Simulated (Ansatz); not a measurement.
# TiCo (Pm-3m) in Ansatz: notebook, part 2 of 2

Ansatz 0.2.0.

## 4. Phonons, PBEsol, collinear spin, ferromagnetic start

input.yaml

```yaml
crystal:
  lattice:
    - [2.98611099, 0.0, 0.0]
    - [0.0, 2.98611099, 0.0]
    - [0.0, 0.0, 2.98611099]
  atoms:
    - { symbol: Co, position: [0.5, 0.5, 0.5], spin: 2.0 }
    - { symbol: Ti, position: [0.0, 0.0, 0.0], spin: 1.0 }
kpoints:
  mp_grid: { grid: [7, 7, 7] }
scf:
  occupations: { method: fermi_dirac, width: 0.05 }
hamiltonian:
  xc: pbesol
  pseudopotentials: { kind: all_electron, lapw: { basis_error: 0.001 } }
magnetization:
  spin_polarized: true
output: {}
phonons:
  method: fd
  supercell: [1, 1, 1]
```

Potentials or basis: all-electron LAPW, scalar-relativistic.

Started as:

```sh
$ ansatz run input.yaml --threads 2 --pin off --max-ram 6144MiB --backend cpu --events-out ev --progress --plain --runs-dir out
```

Log:

```text
Warning: RAYON_NUM_THREADS=2 ignored (pool sized by the plan → 2); use --threads N
LAPW: plane waves up to 8.829 Å⁻¹, error target 1.0e-3 eV per atom; small_component_spin mean_spin; Ti in spheres of 1.244 Å, 18 of its electrons in bands, Dirac shells []; Co in spheres of 1.265 Å, 17 of its electrons in bands, Dirac shells [] (how accurate: hamiltonian.pseudopotentials.lapw.basis_error, Limitations)
Engine: ansatz 0.2.0, aarch64-unknown-linux-gnu
Pseudopotentials: kind: all_electron
Pseudopotential: Co, LAPW, valence charge 17, lapw/all_electron/scalar/gaussian/Co, Koelling and Harmon's equation, gaussian nucleus
Pseudopotential: Ti, LAPW, valence charge 18, lapw/all_electron/scalar/gaussian/Ti, Koelling and Harmon's equation, gaussian nucleus
Functional definition: PBEsol
  exchange = pbesol_x
  correlation = pbesol_c
Crystal: 2 atoms, lattice volume = 26.627 Å³
Basis set: ecut = 296.9706453952785 eV, 305 PW (Γ), exchange–correlation at level 2
Bands: 23, of which v1, the nominal top of the filled ones, is band 18 counted from 1 (17 counted from 0)
Symmetry: 48 space group operations
Space group: Pm-3m (ITA 221), of the structure as read, at distance tolerance 3.0e-5 Å
Magnetic group: BNS 221.92 (UNI 1594), of the structure as read, at distance tolerance 3.0e-5 Å
k-points: 20 of 343
Non-local potential: Co, projectors of the file, none
Non-local potential: Ti, projectors of the file, none
Initial density: superposition of atomic densities (chi_scale 0.1, normalization cell)
Starting moments: Σ|m| = 3 μB on 2 of 2 sites
Initial wavefunctions: plane waves of lowest kinetic energy (no species holds an atomic orbital)
Functional: x = pbesol(κ = 0.804, μ = 0.12345679012345678), c = pbesol(β = 0.046)
SCF 1 converged in 11 iterations: F = -61092.820579 eV  dr2 = 9.30e-10
a single point of the input's cell can leave the moments in the input for a lower state (scf.lower_state_search): this run first made a single point of its cell. This run's own SCFs start from the density of the state that the single point found, with the moments in the input. The single point stayed on the moments in the input.
Initial density: read from a saved state, or passed on in memory by an earlier SCF of this step, an earlier step, the calling program or the single point that the run made first
[... 40 lines left out ...]
SCF 4 converged in 10 iterations: F = -61092.820345 eV  dr2 = 1.01e-11
SCF converged after 4 iterations
Magnetization: 0.8236 μB (17.9118 up, 17.0882 down)
Absolute magnetization: 1.0321 μB (∫|ρ↑−ρ↓|)
Spin contamination: 0.0639 ħ² per cell (⟨S²⟩ above its minimum at these occupations)
Per-site moments (μB) at R_I (Å): [(0.9232554640175152, 1.264528321336176), (-0.04429930771001089, 1.2439381778688625)]
Free energy (F): -61092.820579 eV
Harris-Foulkes:  -61092.820579 eV  (|F-HF|=4.37e-10)
Internal energy: -61092.810044 eV  (E = F + TS)
E sigma→0 (E₀):  -61092.815312 eV
Entropy (-TS):   -0.010536 eV (-5.268 meV/atom)
Fermi energy:    16.911470 eV
--- Per-component energies (eV) ---
  E_band       = -2922.434496
  E_kinetic    = 61869.328852
  E_xc         = -2712.212195
  E_electrostatic = -120249.926701  (all electrons and nuclei)
  E_smearing   = -0.010536  (= −TS)
  E_closure    = 0.000000  (closes the sum)
  E_atoms      = -61075.794362  (free atoms, spherical and without spin; not in F)
  Σ components = -61092.820579   (vs F -61092.820579, Δ=0.00e0)
  Basis errors (estimates in eV, not in F): energy 2.3e-4 per atom: plane waves 1.8e-4 (1.0e-4 summed), levels above the bands 9.5e-69, relativity 1.2e-8, radial functions 4.3e-5, core shells 1.5e-7; eigenvalues (radial functions only) 8.1e-7; not estimated: angular momenta, meshes, grids; target (lapw.basis_error) 1.0e-3; muffin-tin radii Ti 1.244 Å, Co 1.265 Å
--- Forces (eV/Å), atoms counted from 1 ---
  atom   1  Co    -0.00000000     0.00000000     0.00000000
  atom   2  Ti    -0.00000000    -0.00000000    -0.00000000
  max |Σ_I F_I| component: 3.09e-30 eV/Å
--- Band table (eV; the first three rows and the last of 40) ---
  k-point 0 ↑: bands = ["-421.4088", "-421.4088", "-421.4088", "-78.4605", "-41.8665", "-41.8665", "-41.8665", "-39.9363", "-16.1458", "-16.1458", "-16.1458", "9.1881", "12.7510", "12.7510", "15.0744", "15.0744", "15.0744", "17.4299", "17.4299", "19.6348", "19.6348", "19.6348", "25.7596"]
  k-point 1 ↑: bands = ["-421.4088", "-421.4088", "-421.4088", "-78.4602", "-41.8728", "-41.8661", "-41.8661", "-39.9281", "-16.2045", "-16.1417", "-16.1417", "9.5880", "12.9095", "12.9210", "15.0458", "15.0458", "15.1370", "17.2544", "17.4867", "19.1362", "19.1362", "19.5563", "24.1396"]
  k-point 2 ↑: bands = ["-421.4088", "-421.4088", "-421.4088", "-78.4596", "-41.8867", "-41.8652", "-41.8652", "-39.9097", "-16.3345", "-16.1325", "-16.1325", "10.6965", "13.2672", "13.3296", "14.9933", "14.9933", "15.2866", "16.7914", "17.3609", "18.2543", "18.2543", "19.3708", "21.8397"]
  k-point 19 ↓: bands = ["-421.4151", "-421.4151", "-421.4151", "-77.3843", "-40.8396", "-40.8393", "-40.8393", "-39.8741", "-16.3939", "-16.3937", "-16.3937", "14.3489", "14.5827", "14.5827", "14.8056", "14.9090", "14.9090", "17.0021", "17.0021", "19.8303", "19.8303", "23.3337", "24.5161"]
--- Phonons: 2 displaced members + reference (amplitude 0.01 Å, Σ member SCF iterations 20) ---
  symmetry images taken by strict's conditions (phonons.symmetry_images: auto; settled by no image being taken that strict refuses)
  ASR residual: 1.930e-5 → 0.000e0 eV/Å²; symmetrization residual: 1.460e-6 eV/Å²
  largest component of a force at the reference: 2.0e-30 eV/Å
  ASR residual per site (eV/Å²): 1.77e-5 1.93e-5
  Γ frequencies (cm⁻¹): 0.00 0.00 0.00 219.83 219.83 219.83
  density of states and harmonic sums: on the 21×21×21 q-mesh, interpolated from the force constants of a 1×1×1 supercell (no non-analytic term)
  largest difference from the sums on the solved wave vectors: F 5.01e-1 eV, S 7.60e-4 and C_V 2.58e-4 eV/K
  zero-point energy: 0.056645 eV/cell   skipped modes (ω ≤ 0): 3   left out of the sums: 5.40e-5 of the cell's modes: C_V's classical limit lies that fraction below 3 k_B per atom; for a crystal, a wire or a layer, F and S can be off by more, and a phonons.interpolated_qmesh denser along its periods is the remedy for the sampling
```

phthermo.tsv:

```text
# format = ansatz-phthermo/1
# interpolated_qmesh = 21 21 21
# force_constants_supercell = 1 1 1
# non_analytic_term = not included (the non-analytic LO-TO correction is not applied to the interpolated dynamical matrix; polar crystals: no LO-TO splitting at GAMMA, and LO and other optical branches, acoustic branches and sound speeds, and with them the density of states and the thermodynamics, can be off between the wave vectors that the force constants were sampled on, most near GAMMA; a larger extent of the force constants narrows that region and is not shown to mend the acoustic slopes)
# zero_point_energy_ev = 5.6644951215e-2
# n_skipped_modes = 3
# share_of_modes_left_out = 5.3989849908e-5
# rigid_motions_known_by = geometry
# t_k	f_vib_ev	s_ev_per_k	c_v_ev_per_k
0.0000	5.6644951215e-2	0.0000000000e0	0.0000000000e0
10.0000	5.6644516661e-2	2.0460558588e-7	7.0527461930e-7
20.0000	5.6635362220e-2	2.1069156951e-6	7.2962015743e-6
30.0000	5.6585897486e-2	8.9891035950e-6	3.2445792522e-5
40.0000	5.6426524902e-2	2.4435741837e-5	8.0197387848e-5
50.0000	5.6068132417e-2	4.8516418984e-5	1.3837830264e-4
[... 93 lines left out ...]
990.0000	-7.8447853679e-1	1.3116113789e-3	5.1481957566e-4
1000.0000	-7.9762056519e-1	1.3167857079e-3	5.1486308298e-4
```

Wall time 42 s (2 threads of Arm Neoverse V2, shared host); peak memory 0.42 GiB.

What came out:

```
Free energy                   : -61092.8206 eV
Band gap on the k mesh        : none (metal or under the smearing width)
Net moment                    : 0.82 μB per cell
Absolute moment               : 1.03 μB per cell
Site moments                  : Co +0.92; Ti -0.04 μB
Highest phonon frequency at Γ : 220 cm⁻¹
```

Levels at points of the mesh, in eV from the Fermi level:
Spin up:
```
           k point  band 15  band 16  band 17  band 18  band 19  band 20
(0.00, 0.00, 0.00)    -1.84    -1.84    -1.84     0.52     0.52     2.72
```
Spin down:
| k point | band 13 | band 14 | band 15 | band 16 | band 17 | band 18 | band 19 | band 20 | band 21 | band 22 |
| --- | --- | --- | --- | --- | --- | --- | --- | --- | --- | --- |
| (0.00, 0.00, 0.00) | -3.55 | -3.55 | -1.27 | -1.27 | -1.27 | 1.03 | 1.03 | 2.81 | 2.81 | 2.81 |

Phonon frequencies in cm⁻¹ (negative: imaginary):
```tsv
q point	frequencies
(0.000, 0.000, 0.000)	0 0 0 220 220 220
```

Caveat: the k mesh is thin for a metal, which can move the energy by tens of meV per atom; a metal's response needs a denser mesh.

## 5. Overview

```csv
task,level,gap on the mesh (eV),pressure (GPa),moment (μB)
elastic constants,PBE,none,-0.3,0.84
elastic constants,PBEsol,none,-7.6,0.82
phonons,PBEsol,none,-,0.82
```

Alike in all rows: potentials or basis all-electron LAPW, scalar-relativistic; spin collinear, ferromagnetic start; cell as given; k mesh 7 × 7 × 7; cutoff (eV) 297; smearing fermi-dirac 0.05 eV; basis error allowed 0.001 eV/atom.

Every run on the cell as given and a fine mesh finds a metal.

Caveats: the k mesh is thin for a metal, which can move the energy by tens of meV per atom; a metal's response needs a denser mesh; elastic constants of metals need much finer meshes, so these are rough (some runs); the cell is more than 3 GPa from zero pressure, which shifts response properties (some runs).

Compare energies only between runs with the same functional and basis.
